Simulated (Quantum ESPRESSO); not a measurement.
## BN under changes of volume

One of the cells (5.959 Å³/atom); the others are scaled copies at fixed shape and fractional positions:

```xyz
2
Lattice="0.0000 1.8130 1.8130 1.8130 0.0000 1.8130 1.8130 1.8130 0.0000" Properties=species:S:1:pos:R:3 pbc="T T T"
N     0.9065    0.9065    0.9065
B     0.0000    0.0000    0.0000
```

The cell is a database's computed one.

| Item | Value |
| --- | --- |
| Program | Quantum ESPRESSO 7.5 |
| Functional | LDA |
| Potentials or basis | PseudoDojo 0.4.1 SR LDA standard |
| Cutoff | 1143 eV |
| Density cutoff | 4572 eV |
| k mesh | 13 × 13 × 13 |
| Occupations | fermi-dirac, width 0.05 eV |
| Spin | no spin polarisation |

```tsv
volume (Å³/atom)	energy over the lowest point (meV/atom)	pressure (GPa)	gap on the mesh (eV)
5.602	4.38	10.4	4.57
5.721	0.00	1.5	4.54
5.840	1.92	-6.6	4.51
5.959	?	?	?
6.078	22.40	-20.6	4.45
6.198	39.96	-26.6	4.42
6.317	61.80	-32.1	4.39
```

**Question.** What does the run at 5.959 Å³/atom give?

**Answer.** Energy over the lowest point 9.56 meV/atom; pressure -13.9 GPa; gap on the mesh 4.48 eV.

Worked out: A Birch-Murnaghan fit of order 3 (a polynomial in V^(-2/3)) to the other rows has its minimum at 5.74 Å³/atom with B0 = V·E''(V) = 402 GPa and B' = 3.8. It gives 9.56 meV/atom at 5.959 Å³/atom, against the run's 9.56, and -dE/dV = -13.9 GPa, against -13.9. A straight line through the other rows of the gap, of slope -1.5 eV per unit of ln V, gives 4.48 eV, against the run's 4.48.

Energies are extrapolated to zero smearing.

Caveats: an odd mesh through Γ misses points on the zone boundary, where band edges often lie; the cell as given lies far from equilibrium (some runs).
